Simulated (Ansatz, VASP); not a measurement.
## One calculation of SiC, two programs

```
Si C
1.0
     3.04597    0.00000    0.00000
    -1.52299    2.63789    0.00000
     0.00000    0.00000    4.99692
Si C
2 2
Direct
  0.33333 0.66667 0.00460
  0.66667 0.33333 0.50460
  0.33333 0.66667 0.38040
  0.66667 0.33333 0.88040
```

Alike in both runs: functional PBEsol; k mesh 8 × 8 × 6; no spin polarisation.

Ansatz relaxed the structure, and its values are those at the end. VASP's run is a single point on that final structure, the one shown.

|  | VASP | Ansatz |
| --- | --- | --- |
| version | VASP 6.6.1 | Ansatz 0.2.0 |
| potentials or method | VASP PAW PBE potentials, release 64 (Si, C) | PAW with Ansatz's default frozen-core files, scalar-relativistic |
| plane-wave cutoff (eV) | 520 | 420 |
| occupations | gaussian, width 0.01 eV | fixed |
| valence electrons in the cell | 16 | 16 |

```tsv
	VASP	Ansatz	Ansatz less VASP
gap on the k mesh at the Fermi level (eV)	2.33	2.34	+0.011
pressure (GPa)	7.4	7.0	-0.38
```

Caveats: the PAW data sets were made with another functional, which shifts forces and pressure a little (VASP). A k mesh can miss the band edges.
